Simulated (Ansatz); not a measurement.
Predict the output of the script below (Ansatz 0.2.0 through its Python package).

`alas.cif`
```cif
data_AlAs
_cell_length_a 4.002790
_cell_length_b 4.002790
_cell_length_c 4.002790
_cell_angle_alpha 60.00000
_cell_angle_beta 60.00000
_cell_angle_gamma 60.00000
_symmetry_space_group_name_H-M 'P 1'
_symmetry_Int_Tables_number 1
loop_
_symmetry_equiv_pos_as_xyz
'x, y, z'
loop_
_atom_site_label
_atom_site_type_symbol
_atom_site_fract_x
_atom_site_fract_y
_atom_site_fract_z
Al1 Al    0.000000    0.000000    0.000000
As2 As    0.250000    0.250000    0.250000
```

The script, `run_soc.py`:
```python
import warnings

import ansatz as az
from ase.io import read

warnings.simplefilter("ignore", az.DeckWarning)

atoms = read("alas.cif")
structure = az.Crystal.from_ase(atoms)

calculation = (
    structure.calculation()
    .functional("pbe")
    .basis(19 * az.Ha)
    .kpoints(6, 6, 6, center="gamma")
    .occupations(az.OccupationsMethod.FIXED)
    .band_table()
)
for label, variant in (("scalar-relativistic", calculation), ("spin-orbit", calculation.spin(soc=True))):
    rep = variant.run(threads=1).report
    zero = rep["band_edges_ev"][0] if rep.get("band_edges_ev") else rep["fermi_energy_ev"]
    near = [round(e - zero, 3) for e in rep["eigenvalues_ev"][0] if abs(e - zero) < 2]
    print(label)
    print("  band edges (eV):", [round(e, 3) for e in rep.get("band_edges_ev") or []] or "none reported")
    print("  levels at k =", rep["kpoints_frac"][0], "within 2 eV of the zero:", near)
```

Running `python run_soc.py` prints:
```text
scalar-relativistic
  band edges (eV): [6.372, 7.814]
  levels at k = [0.0, 0.0, 0.0] within 2 eV of the zero: [-0.0, -0.0, 0.0]
spin-orbit
  band edges (eV): [6.47, 7.813]
  levels at k = [0.0, 0.0, 0.0] within 2 eV of the zero: [-0.299, -0.299, -0.0, -0.0, -0.0, 0.0, 1.957, 1.957]
```

The computed bands are complete only to about 4.2 eV above the Fermi level. The starting cell is as deposited in a crystallographic database; the results hold for this polymorph, which needn't be the stable one. Gaps and levels are Kohn-Sham values on a finite set of k-points. With spin-orbit coupling each level holds one electron and, with inversion or at time-reversal points, comes in pairs; a window in energy can cut a split set. Wall time of the script: 9.5 s on 1 thread of Intel(R) Xeon(R) Platinum 8259CL CPU @ 2.50GHz (Skylake/Cascade Lake), on a shared host, peak memory 0.57 GiB.
